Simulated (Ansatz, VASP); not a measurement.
## Two plane-wave programs on Ag

POSCAR

```
Ag
1.0
    0.0000000000      2.0427500000      2.0427500000
    2.0427500000      0.0000000000      2.0427500000
    2.0427500000      2.0427500000      0.0000000000
Ag
1
Direct
    0.0000000000      0.0000000000      0.0000000000
```

The input INCAR.step1:

```
PREC = Accurate ; ENCUT = 520
EDIFF = 1E-5 ; ISMEAR = -1
SIGMA = 0.05 ; LREAL = False
LASPH = True ; NELM = 60
ALGO = Normal ; ISIF = 2
LWAVE = True ; LCHARG = False
LMAXMIX = 4 ; GGA = PE
```

Contents of INCAR.step2:

```
PREC = Accurate ; ENCUT = 520
EDIFF = 1E-6 ; ISMEAR = -1
SIGMA = 0.05 ; LREAL = False
LASPH = True ; NELM = 60
ALGO = Normal ; ISIF = 2
LWAVE = False ; LCHARG = False
LMAXMIX = 4 ; METAGGA = R2SCAN
LHFCALC = True ; AEXX = 0.1
LMIXTAU = True ; PRECFOCK = Normal
ISTART = 1
```

KPOINTS

```
Automatic mesh
0
Gamma
  6 6 6
```

File KPOINTS_OPT:

```
path GXWKGLUWLK,UX
12
line-mode
reciprocal
 0.0000000000  0.0000000000  0.0000000000  G
 0.5000000000  0.0000000000  0.5000000000  X

 0.5000000000  0.0000000000  0.5000000000  X
 0.5000000000  0.2500000000  0.7500000000  W

 0.5000000000  0.2500000000  0.7500000000  W
 0.3750000000  0.3750000000  0.7500000000  K

 0.3750000000  0.3750000000  0.7500000000  K
 0.0000000000  0.0000000000  0.0000000000  G

 0.0000000000  0.0000000000  0.0000000000  G
 0.5000000000  0.5000000000  0.5000000000  L

 0.5000000000  0.5000000000  0.5000000000  L
 0.6250000000  0.2500000000  0.6250000000  U

 0.6250000000  0.2500000000  0.6250000000  U
 0.5000000000  0.2500000000  0.7500000000  W

 0.5000000000  0.2500000000  0.7500000000  W
 0.5000000000  0.5000000000  0.5000000000  L

 0.5000000000  0.5000000000  0.5000000000  L
 0.3750000000  0.3750000000  0.7500000000  K

 0.6250000000  0.2500000000  0.6250000000  U
 0.5000000000  0.0000000000  0.5000000000  X
```

input.yaml

```yaml
crystal:
  lattice:
    - [0.0, 2.04275, 2.04275]
    - [2.04275, 0.0, 2.04275]
    - [2.04275, 2.04275, 0.0]
  atoms:
    - { symbol: Ag, position: [0.0, 0.0, 0.0] }
hamiltonian:
  xc: r2scanh
  pseudopotentials: { kind: paw }
kpoints:
  mp_grid: { grid: [6, 6, 6] }
scf:
  occupations: { method: fermi_dirac, width: 0.05 }
output:
  forces: true
  stress: true
  eigenvalues: true
```

Alike in both runs: functional r2SCANh; k mesh 6 × 6 × 6; occupations fermi-dirac, width 0.05 eV; no spin polarisation.

|  | VASP | Ansatz |
| --- | --- | --- |
| version | VASP 6.6.1 | Ansatz 0.2.0 |
| potentials or method | VASP PAW PBE potentials, release 64 (Ag) | Ansatz PAW |
| plane-wave cutoff (eV) | 520 | 500 |
| valence electrons in the cell | 11 | 19 |
| task | band structure | single point |

|  | VASP | Ansatz | Ansatz less VASP |
| --- | --- | --- | --- |
| gap on the k mesh at the Fermi level (eV) | none | none | - |
| pressure (GPa) | 2.6 | 2.5 | -0.09 |

A gap of «none» marks a metal or a gap that the smearing closes. The two sets of potentials don't hold the same shells in valence.

Caveats: the k mesh is coarse (spacing up to 0.44 Å⁻¹), so the values aren't converged, least of all with exact exchange; an unscreened hybrid on a path of extra k points without a Coulomb cutoff has errors near the mesh points, so the bands along the path aren't reliable (VASP); the PAW data sets were made with another functional, which shifts forces and pressure a little (VASP); the PAW data sets come from PBE, with cores solved anew for the run's functional, which leaves a small shift of forces and pressure (Ansatz); the thresholds are loose for stress (Ansatz).
